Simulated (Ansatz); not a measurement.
# Structures of CuAu: which is lowest?

Plane-wave DFT in Ansatz with scalar-relativistic PAW potentials, cutoff 420 eV, Γ-centred meshes chosen by cell and gap, Gaussian smearing with energies taken to zero width. Every cell was relaxed (cell and atoms) in a run of its own, within the symmetry of its start. Functional: PBEsol.

Relaxed structures (starts from databases or built by putting these elements on another compound's sites):
A. P4/mmm, 2 atoms in the computed cell, a = 2.820 Å, c = 3.574 Å; sites (symmetry × multiplicity) Cu 4/mmm × 1, Au 4/mmm × 1; start: database
B. R-3m, 2 atoms in the computed cell, a = 2.814 Å, c = 12.691 Å; sites (symmetry × multiplicity) Cu -3m × 3, Au -3m × 3; start: built

Q: Rank them by energy. Could pressure change the order?

A:
| structure | group | E − E(lowest) (meV/atom) | V (Å³/atom) | gap on mesh (eV) |
| --- | --- | --- | --- | --- |
| A | P4/mmm | 0.0 | 14.21 | 0.00 |
| B | R-3m | 78 | 14.50 | 0.00 |

A is lowest, 78 meV/atom under B. The lowest is also the densest of these, so pressure wouldn't bring one of the others in at first order. Other structures may lie lower than all of these, and vibrations aren't counted.

Spin-orbit coupling is left out, which matters for the bands of heavy elements.